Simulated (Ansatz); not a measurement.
# SrTiO3 at a changed volume — ⁴⁷Ti NMR of the central transition

Cell: a structure deposited in the COD, relaxed with PBE at fixed cell and then changed (volume scaled by 1.02, ions relaxed).

```cif
data_SrTiO3
_symmetry_space_group_name_H-M 'I4/mcm'
_symmetry_Int_Tables_number 140
_cell_length_a 5.5475
_cell_length_b 5.5475
_cell_length_c 7.8476
_cell_angle_alpha 90.000
_cell_angle_beta 90.000
_cell_angle_gamma 90.000
loop_
_atom_site_label
_atom_site_type_symbol
_atom_site_symmetry_multiplicity
_atom_site_Wyckoff_symbol
_atom_site_fract_x
_atom_site_fract_y
_atom_site_fract_z
Sr Sr 4 b 0.0000 0.5000 0.2500
Ti Ti 4 c 0.0000 0.0000 0.0000
O5 O 4 a 0.0000 0.0000 0.2500
O7 O 8 h 0.2283 0.7283 0.0000
```

One atom of each set is listed; the run and its k-mesh use a cell of 10 atoms with edges of 5.55, 5.55, 5.55 Å.

Level of theory: DFT, PBE, plane waves and PAW, scalar-relativistic, 420 eV cutoff, Γ-centred 8×8×8 k-points, Fermi–Dirac smearing 0.02 eV (Ansatz 0.2.0).

⁴⁷Ti has I = 5/2 and Q = 302.0 mb (Pyykkö 2018); at 9.4 T its Larmor frequency is ν₀ = 22.6 MHz. Only the quadrupole interaction is simulated: positions count from each site's isotropic chemical shift, and J coupling is left out, as are shift anisotropy and dipolar coupling, which fast spinning averages.

Simulated pattern of one Ti site (fast magic-angle spinning, Gaussian broadening 0.07 kHz):

(offset (kHz), height): (-3.173, 0), (-3.048, 4), (-2.923, 6), (-2.798, 6), (-2.672, 7), (-2.547, 7), (-2.422, 7), (-2.297, 7), (-2.172, 8), (-2.046, 8), (-1.921, 83), (-1.796, 73), (-1.671, 54), (-1.546, 48), (-1.420, 44), (-1.295, 43), (-1.170, 43), (-1.045, 45), (-0.920, 48), (-0.794, 54), (-0.669, 65), (-0.544, 100), (-0.419, 89), (-0.294, 0)

Question: Which |C_Q| and η does the pattern imply?

Answer: The pattern spans 2.63 kHz before broadening and its centre of gravity is at -1.23 kHz, which fixes P_Q; the places of the horns and steps fix η. That gives P_Q = 2.15 MHz, |C_Q| = 2.15 MHz and η = 0.00. The sign of C_Q can't be read from the pattern.

An axis of threefold or higher order runs through Ti, so V_zz lies along it and η is zero.
